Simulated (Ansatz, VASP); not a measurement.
# Two plane-wave programs on AlN

File INCAR:

```
  PREC = Accurate
  ENCUT = 520
  EDIFF = 1E-6
  ISMEAR = 0
  SIGMA = 0.02
  LREAL = F
  LASPH = T
  NELM = 100
  ALGO = Normal
  ISIF = 2
  LWAVE = F
  LCHARG = F
  GGA = PE
  NBANDS = 16
```

The input KPOINTS:

```
regular mesh
0
Gamma
  9 9 6
```

File POSCAR:

```
AlN
1.0
    3.1302455680      0.0000000000      0.0000000000
   -1.5651227840      2.7108721819      0.0000000000
    0.0000000000      0.0000000000      5.0179604227
Al N
2 2
Direct
    0.3333333333      0.6666666667     -0.0007713538
    0.6666666667      0.3333333333      0.4992286462
    0.3333333333      0.6666666667      0.3807713538
    0.6666666667      0.3333333333      0.8807713538
```

Input for Ansatz:

```yaml
crystal:
  lattice:
    - [3.130245568, 0.0, 0.0]
    - [-1.565122784, 2.7108721819, 0.0]
    - [0.0, 0.0, 5.0179604227]
  atoms:
    - { symbol: Al, position: [0.3333333333, 0.6666666667, -0.0007713538] }
    - { symbol: Al, position: [0.6666666667, 0.3333333333, 0.4992286462] }
    - { symbol: "N", position: [0.3333333333, 0.6666666667, 0.3807713538] }
    - { symbol: "N", position: [0.6666666667, 0.3333333333, 0.8807713538] }
basis:
  ecutwfc: 420
kpoints:
  mp_grid: { grid: [9, 9, 6] }
  band_path:
    path:
      - [[0.0, 0.0, 0.0], [0.5, 0.0, 0.0], [0.33333333, 0.33333333, 0.0], [0.0, 0.0, 0.0], [0.0, 0.0, 0.5], [0.5, 0.0, 0.5], [0.33333333, 0.33333333, 0.5], [0.0, 0.0, 0.5]]
      - [[0.5, 0.0, 0.5], [0.5, 0.0, 0.0]]
      - [[0.33333333, 0.33333333, 0.5], [0.33333333, 0.33333333, 0.0]]
    npoints: 14
hamiltonian:
  xc: pbe
scf:
  occupations: { method: gaussian, width: 0.02 }
  n_extra_bands: 10
output:
  forces: true
  stress: true
  eigenvalues: true
  populations: true
  dos: { projected: true, de: 0.02, nscf_kmesh: { grid: [14, 14, 9] } }
  bader: true
  write_density: true
  write_potential: true
  elf: true
  volumetric_format: npy
```

Alike in both runs: task single point; functional PBE; k mesh 9 × 9 × 6; occupations gaussian, width 0.02 eV; no spin polarisation.

```csv
,VASP,Ansatz
version,VASP 6.6.1,Ansatz 0.2.0
potentials or method,"VASP PAW PBE potentials, release 64 (Al, N)","scalar-relativistic, plane waves, PAW"
plane-wave cutoff (eV),520,420
valence electrons in the cell,16,16
```

VASP gave:

```
gap on the k mesh at the Fermi level (eV) : 4.04
least direct gap on the mesh (eV)         : 4.04
pressure (GPa)                            : -0.3
```

Q: What did Ansatz give for the same quantities?

A: gap on the k mesh at the Fermi level (eV): 4.03; least direct gap on the mesh (eV): 4.03; pressure (GPa): 0.0.

The functional is the same, so the differences come from potentials, cutoffs and numerics.

A hybrid or GW would open this gap; PBE tends to underestimate it.
